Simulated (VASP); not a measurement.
# Ir (Fm-3m) in VASP: a series of runs

Aim: see how the results for Ir move with the level of theory and the settings. Levels: PBEsol, PBE. Tasks: relaxation of the atoms, relaxation of cell and atoms.

Program: VASP 6.6.1. These are calculated values, not measurements. Logs are shortened: lines on timing, memory, paths and dates and some standing lists are left out, and cuts for length are marked.

## Step 1: The structure

Symmetry: Fm-3m, No. 225, cubic system. Conventional cell: a = 3.831 Å, b = 3.831 Å, c = 3.831 Å, α = 90.00°, β = 90.00°, γ = 90.00°. Around Ir (site symmetry m-3m) lie 12 Ir at 2.71 Å.

## Step 2: Relaxation of the atoms, PBEsol (a relaxed cell with its volume scaled by 1.06)

INCAR

```
PREC = Accurate
ENCUT = 600
EDIFF = 1E-7
ISMEAR = 1
SIGMA = 0.1
LREAL = False
LASPH = True
NELM = 80
ALGO = Fast
ISIF = 2
LWAVE = False
LCHARG = False
GGA = PS
IBRION = 2
NSW = 40
EDIFFG = -0.01
```

KPOINTS

```
regular mesh
0
Gamma
  16 16 16
```

POSCAR

```
Ir                                      
1.0
    0.0000000000      1.9548917211      1.9548917211
    1.9548917211      0.0000000000      1.9548917211
    1.9548917211      1.9548917211      0.0000000000
  Ir            
     1
Direct
     0.0000000000000000    0.0000000000000000    0.0000000000000000
```

Potentials or basis: VASP PAW PBE potentials, release 64 (Ir).

Started as:

```
> cat potpaw_PBE.64/Ir/POTCAR > POTCAR
> mpirun -np 1 vasp_std > vasp.out
```

OUTCAR:

```text
PREC = Accurate
   ENCUT = 600
   EDIFF = 1E-7
   ISMEAR = 1
   LREAL = False
   LASPH = True
   NELM = 80
   ISIF = 2
   GGA = PS
   IBRION = 2
   NSW = 40
   EDIFFG = -0.01

 ion  position               nearest neighbor table
   1  0.000  0.000  0.000-

  LATTYP: Found a face centered cubic cell.
 ALAT       =     3.9097834422

  Lattice vectors:

 A1 = (   0.0000000000,   1.9548917211,   1.9548917211)
 A2 = (   1.9548917211,   0.0000000000,   1.9548917211)
 A3 = (   1.9548917211,   1.9548917211,   0.0000000000)

Analysis of symmetry for initial positions (statically):
=====================================================================
 Subroutine PRICEL returns:
 Original cell was already a primitive cell.

 Routine SETGRP: Setting up the symmetry group for a
 face centered cubic supercell.

 Subroutine GETGRP returns: Found 48 space group operations
 (whereof 48 operations were pure point group operations)
 out of a pool of 48 trial point group operations.

The static configuration has the point symmetry O_h .

Analysis of symmetry for dynamics (positions and initial velocities):
=====================================================================
 Subroutine PRICEL returns:
 Original cell was already a primitive cell.

 Routine SETGRP: Setting up the symmetry group for a
 face centered cubic supercell.

 Subroutine GETGRP returns: Found 48 space group operations
 (whereof 48 operations were pure point group operations)
 out of a pool of 48 trial point group operations.

The dynamic configuration has the point symmetry O_h .

 Subroutine INISYM returns: Found 48 space group operations
 (whereof 48 operations are pure point group operations),
 and found     1 'primitive' translations

----------------------------------------------------------------------------------------

                                     Primitive cell

  volume of cell :      14.9416

  direct lattice vectors                    reciprocal lattice vectors
     0.000000000  1.954891721  1.954891721    -0.255768642  0.255768642  0.255768642
     1.954891721  0.000000000  1.954891721     0.255768642 -0.255768642  0.255768642
     1.954891721  1.954891721  0.000000000     0.255768642  0.255768642 -0.255768642

  length of vectors
     2.764634385  2.764634385  2.764634385     0.443004282  0.443004282  0.443004282

  position of ions in fractional coordinates (direct lattice)
     0.000000000  0.000000000  0.000000000

  ion indices of the primitive-cell ions
   primitive index   ion index
                 1           1

----------------------------------------------------------------------------------------

 KPOINTS: regular mesh

Automatic generation of k-mesh.
 Grid dimensions read from file:
 generate k-points for:   16   16   16

 Generating k-lattice:

  Cartesian coordinates                     Fractional coordinates (reciprocal lattice)
    -0.015985540  0.015985540  0.015985540     0.062500000  0.000000000  0.000000000
     0.015985540 -0.015985540  0.015985540     0.000000000  0.062500000  0.000000000
     0.015985540  0.015985540 -0.015985540     0.000000000  0.000000000  0.062500000

  Length of vectors
     0.027687768  0.027687768  0.027687768

  Shift w.r.t. Gamma in fractional coordinates (k-lattice)
     0.000000000  0.000000000  0.000000000

 Subroutine IBZKPT returns following result:
 ===========================================

 Found    145 irreducible k-points:

 Following reciprocal coordinates:
            Coordinates               Weight
  0.000000  0.000000  0.000000      1.000000
  0.062500  0.000000  0.000000      8.000000
  0.125000  0.000000  0.000000      8.000000
  0.187500  0.000000  0.000000      8.000000
  0.250000  0.000000  0.000000      8.000000
  0.312500  0.000000  0.000000      8.000000
[... 16 lines left out ...]
 -0.125000  0.062500  0.000000     24.000000
 -0.062500  0.062500  0.000000     12.000000
 [... further k-points ...]
   k-points           NKPTS =    145   k-points in BZ     NKDIM =    145   number of bands    NBANDS=      8
   number of dos      NEDOS =    301   number of ions     NIONS =      1
   total plane-waves  NPLWV =  13824
   dimension x,y,z NGX =    24 NGY =   24 NGZ =   24
   dimension x,y,z NGXF=    48 NGYF=   48 NGZF=   48
   ions per type =               1
   NGX,Y,Z   is equivalent  to a cutoff of  14.43, 14.43, 14.43 a.u.
   NGXF,Y,Z  is equivalent  to a cutoff of  28.86, 28.86, 28.86 a.u.
 SYSTEM =  unknown system
   PREC   = accura    normal or accurate (medium, high low for compatibility)
   ISTART =      0    job   : 0-new  1-cont  2-samecut
   ICHARG =      2    charge: 1-file 2-atom 10-const
   ISPIN  =      1    spin polarized calculation?
   LNONCOLLINEAR =      F non collinear calculations
   LSORBIT =      F    spin-orbit coupling
   LASPH  =      T    aspherical Exc in radial PAW
   ENCUT  =  600.0 eV  44.10 Ry    6.64 a.u.   5.52  5.52  5.52*2*pi/ulx,y,z
   NELM   =     80;   NELMIN=  2; NELMDL= -5     # of ELM steps
   EDIFF  = 0.1E-06   stopping-criterion for ELM
   LREAL  =      F    real-space projection
   EDIFFG = -.1E-01   stopping-criterion for IOM
   NSW    =     40    number of steps for IOM
   IBRION =      2    ionic relax: 0-MD 1-quasi-New 2-CG
   NFREE  =      1    steps in history (QN), initial steepest desc. (CG)
   ISIF   =      2    stress and relaxation
   ISYM   =      2    0-nonsym 1-usesym 2-fastsym
   POTIM  = 0.5000    time-step for ionic-motion
   TEBEG  =    0.0;   TEEND  =   0.0 temperature during run
   PSTRESS=    0.0 pullay stress
   NELECT =       9.0000    total number of electrons
   NUPDOWN=      -1.0000    fix difference up-down
   EMIN   =  10.00;   EMAX   =-10.00  energy-range for DOS
   EFERMI =   0.00;   METHOD = LEGACY
   ISMEAR =     1;   SIGMA  =   0.10  broadening in eV -4-tet -1-fermi 0-gaus
   EFERMI_NEDOS =   21; number of points for ismear=-14 and -15
   IALGO  =     68    algorithm
   IMIX   =      4    mixing-type and parameters
     AMIX     =   0.40;   BMIX     =  1.00
     AMIX_MAG =   1.60;   BMIX_MAG =  1.00
  volume/ion in A,a.u.               =      14.94       100.83
  Fermi-wavevector in a.u.,A,eV,Ry     =   1.382578  2.612693 26.007833  1.911522
  Thomas-Fermi vector in A             =   2.507256
   LORBIT       =      0    0 simple, 1 ext, 2 COOP (PROOUT), +10 PAW based schemes
   GGA     = PS    functional components
   LHFCALC =     F    Hartree Fock is set to
   AEXX    =    0.0000 exact exchange contribution
   IVDW    =     0    specifies the selected vdW correction
   LEPSILON=     F    determine dielectric tensor
   LRPA    =     F    only Hartree local field effects (RPA)
 conjugate gradient relaxation of ions
 non-spin polarized calculation
 RMM-DIIS sequential band-by-band and
 Methfessel and Paxton  Order N= 1 SIGMA  =   0.10
  energy-cutoff  :      600.00
  volume of cell :       14.94
 maximum number of plane-waves:       531
 NGX is ok and might be reduce to    24
   NGX = 11   NGY = 11   NGZ = 11

 number of electron       9.0000001 magnetization

 Free energy of the ion-electron system (eV)
  ---------------------------------------------------
  ext. energy  EPLUGINS =         0.00000000
  ---------------------------------------------------
  free energy    TOTEN  =        -9.75486610 eV

  energy without entropy =       -9.75467210  energy(sigma->0) =       -9.75480143

 E-fermi :   9.3144     XC(G=0): -13.7815

 val. band max:        9.3090660710   @ k =   0.3125   0.2500   0.0625
 cond. band min:       9.3170350414   @ k =   0.3750   0.0625   0.0000
 fundamental gap:      0.0079689704
 Fermi energy:         9.3143900722

 k-point     1 :       0.0000    0.0000    0.0000
  band No.  band energies     occupation
      1      -1.2878      2.00000
      2       5.7348      2.00000
      3       5.7348      2.00000
      4       5.7348      2.00000
      5       8.2257      2.00000
      6       8.2257      2.00000
      7      23.7315      0.00000
      8      28.9827      0.00000

 k-point     2 :       0.0625    0.0000    0.0000
  band No.  band energies     occupation
      1      -1.1236      2.00000
      2       5.6502      2.00000
      3       5.8048      2.00000
      4       5.8048      2.00000
      5       8.1823      2.00000
      6       8.1823      2.00000
      7      24.0071      0.00000
      8      28.0866      0.00000

 k-point     3 :       0.1250    0.0000    0.0000
  band No.  band energies     occupation
      1      -0.6513      2.00000
      2       5.4413      2.00000
      3       5.9802      2.00000
      4       5.9802      2.00000
      5       8.0987      2.00000
      6       8.0987      2.00000
      7      24.7410      0.00000
      8      26.4128      0.00000

 k-point     4 :       0.1875    0.0000    0.0000
  band No.  band energies     occupation
      1       0.0570      2.00000
      2       5.2359      2.00000
      3       6.1447      2.00000
      4       6.1447      2.00000
      5       8.1167      2.00000
      6       8.1167      2.00000
      7      24.6234      0.00000
      8      25.6099      0.00000

 k-point     5 :       0.2500    0.0000    0.0000
  band No.  band energies     occupation
      1       0.8384      2.00000
      2       5.2449      2.00000
      3       6.1522      2.00000
      4       6.1522      2.00000
      5       8.3982      2.00000
      6       8.3982      2.00000
      7      22.8054      0.00000
      8      25.8066      0.00000

 k-point     6 :       0.3125    0.0000    0.0000
  band No.  band energies     occupation
      1       1.4291      2.00000
      2       5.7400      2.00000
      3       6.0104      2.00000
      4       6.0104      2.00000
      5       8.9198      2.00000
      6       8.9198      2.00000
      7      20.8224      0.00000
      8      25.0065      0.00000

 k-point     7 :       0.3750    0.0000    0.0000
  band No.  band energies     occupation
      1       1.6869      2.00000
      2       5.8330      2.00000
      3       5.8330      2.00000
      4       6.7939      2.00000
      5       9.5043     -0.02182
      6       9.5043     -0.02182
      7      18.7069      0.00000
      8      24.0581      0.00000
[... 133 lines left out ...]
 k-point    20 :      -0.3125    0.0625    0.0000
  band No.  band energies     occupation
      1       1.6957      2.00000
      2       5.7784      2.00000
      3       5.9333      2.00000
      4       6.0409      2.00000
      5       8.7437      2.00000
      6       9.6988     -0.00000
      7      20.1874      0.00000
      8      24.8542      0.00000

 k-point    21 :      -0.2500    0.0625    0.0000
  band No.  band energies     occupation
      1       1.2118      2.00000
      2       5.1852      2.00000
      3       6.0935      2.00000
      4       6.2214      2.00000
      5       8.1353      2.00000
      6       9.0720      2.00323
      7      22.2766      0.00000
      8      25.7846      0.00000

 k-point    22 :      -0.1875    0.0625    0.0000
  band No.  band energies     occupation
      1       0.4576      2.00000
      2       5.0807      2.00000
      3       6.1957      2.00000
      4       6.2738      2.00000
      5       7.7828      2.00000
      6       8.5839      2.00000
      7      24.1354      0.00000
      8      25.9832      0.00000

 k-point    23 :      -0.1250    0.0625    0.0000
  band No.  band energies     occupation
      1      -0.2978      2.00000
      2       5.2589      2.00000
      3       6.1099      2.00000
      4       6.1282      2.00000
      5       7.7981      2.00000
      6       8.3335      2.00000
      7      25.2536      0.00000
      8      25.8269      0.00000

 k-point    24 :      -0.0625    0.0625    0.0000
  band No.  band energies     occupation
      1      -0.8557      2.00000
      2       5.4970      2.00000
      3       5.9026      2.00000
      4       5.9501      2.00000
      5       7.9938      2.00000
      6       8.2515      2.00000
      7      24.4425      0.00000
      8      27.2736      0.00000

 [... further k-points ...]

------------------------ aborting loop because EDIFF is reached ----------------------------------------

  FORCE on cell =-STRESS in cart. coord.  units (eV):
  Direction    XX          YY          ZZ          XY          YZ          ZX
  --------------------------------------------------------------------------------------
  -------------------------------------------------------------------------------------
  Total       -1.8199177     -1.8199177     -1.8199177      0.0000000      0.0000000      0.0000000
  in kB     -195.1480500   -195.1480500   -195.1480500      0.0000000      0.0000000      0.0000000
  external PRESSURE =    -195.1480500 kB  Pullay stress =       0.0000000 kB

 VOLUME and BASIS-vectors are now :
 -----------------------------------------------------------------------------
  energy-cutoff  :      600.00
  volume of cell :       14.94
      direct lattice vectors                 reciprocal lattice vectors
     0.000000000  1.954891721  1.954891721    -0.255768642  0.255768642  0.255768642
     1.954891721  0.000000000  1.954891721     0.255768642 -0.255768642  0.255768642
     1.954891721  1.954891721  0.000000000     0.255768642  0.255768642 -0.255768642

 POSITION                                       TOTAL-FORCE (eV/Angst)
 -----------------------------------------------------------------------------------
      0.00000      0.00000      0.00000        -0.000000      0.000000      0.000000
 -----------------------------------------------------------------------------------
    total drift:                               -0.000000      0.000000      0.000000

  FREE ENERGIE OF THE ION-ELECTRON SYSTEM (eV)
  ---------------------------------------------------
  free  energy   TOTEN  =        -9.7548660975 eV

  energy  without entropy=       -9.7546721026  energy(sigma->0) =       -9.75480143

 reached required accuracy - stopping structural energy minimisation
```

Run time: 13 s. Hardware: 1 thread of Intel Xeon 6975P-C (Granite Rapids), shared host; peak memory 0.16 GiB.

What came out:

| Property | Result |
| --- | --- |
| Free energy | -9.7549 eV |
| Pressure after relaxing | -19.5 GPa |
| Band gap on the k mesh | none (metal or under the smearing width) |

Final structure:
```
CELL_PARAMETERS angstrom
0.00000 1.95489 1.95489
1.95489 0.00000 1.95489
1.95489 1.95489 0.00000
ATOMIC_POSITIONS crystal
Ir 0.00000 0.00000 0.00000
```

Caveat: the relaxation stopped at its first step, so nothing moved; the PAW data sets were made with another functional, which shifts forces and pressure a little.

[end of part 1 of 4]
